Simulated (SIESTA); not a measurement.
**Sb: equation of state with PBEsol**

Crystal: Sb.

```
CELL_PARAMETERS angstrom
-1.57654 1.57654 2.71194
1.57654 -1.57654 2.71194
1.57654 1.57654 -2.71194
ATOMIC_POSITIONS crystal
Sb 0.00000 0.00000 0.00000
```

This isn't the form of Sb at room conditions, which is rhombohedral.

| Item | Value |
| --- | --- |
| Program | SIESTA 5.4.2 |
| Task | equation of state |
| Functional | PBEsol |
| Potentials or basis | PseudoDojo 0.4 standard (PBEsol files) |
| Basis | DZP (energy shift 0.003 Ry; two zetas on semicore shells) |
| Grid cutoff | 500 Ry |
| Energy shift | 0.003 Ry |
| k mesh | 12 × 12 × 12 |
| Occupations | fermi-dirac, width 0.05 eV |
| Spin | no spin polarisation |

| Property | Result |
| --- | --- |
| Equilibrium volume | 27.14 Å³/atom (rough: see the caveat) |
| Bulk modulus at fixed shape and positions | 68 GPa (rough) |

Energy against volume, from the lowest point:
```
volume (Å³/atom)  energy (meV/atom)
          25.344              32.27
          25.883              14.90
          26.423               4.86
          26.962               0.00
          27.501               1.65
          28.040               5.76
          28.580              13.77
```

All runs of the series together: 2.4 min on 1 thread of Arm Neoverse V1, with other jobs on the host.

Caveat: the fit is doubtful: noisy points or a state that changes with volume; the cell was scaled at fixed shape and fractional positions, which overstates the stiffness of a crystal with free parameters, most of all of layers and chains; the basis of atomic orbitals isn't converged, which shifts pressures, moduli and gaps. The run has no spin-orbit coupling, so splittings on Sb are missing.
